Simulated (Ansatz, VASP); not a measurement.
**TiB2 in VASP and in Ansatz**

```
CELL_PARAMETERS angstrom
2.96736 0.00000 0.00000
-1.48368 2.56981 0.00000
0.00000 0.00000 3.16250
ATOMIC_POSITIONS crystal
Ti 0.00000 0.00000 0.00000
B 0.33333 0.66667 0.50000
B 0.66667 0.33333 0.50000
```

Alike in both runs: task single point; functional LDA; k mesh 11 × 11 × 9; no spin polarisation.

|  | VASP | Ansatz |
| --- | --- | --- |
| version | VASP 6.6.1 | Ansatz 0.2.0 |
| potentials or method | VASP PAW LDA potentials, release 64 (Ti_sv, B) | plane waves, PAW |
| plane-wave cutoff (eV) | 520 | 517 |
| occupations | methfessel-paxton of order 1, width 0.15 eV | cold, width 0.15 eV |
| valence electrons in the cell | 18 | 18 |

Ansatz gave:

| Quantity | Value |
| --- | --- |
| pressure (GPa) | 5.2 |
| largest component of the traceless stress (GPa) | 3.54 |

Task: What did VASP give for the same quantities?

Result: Pressure (GPa): 5.9; largest component of the traceless stress (GPa): 3.66.

Ansatz warned: «structure_snapped_to_symmetry».
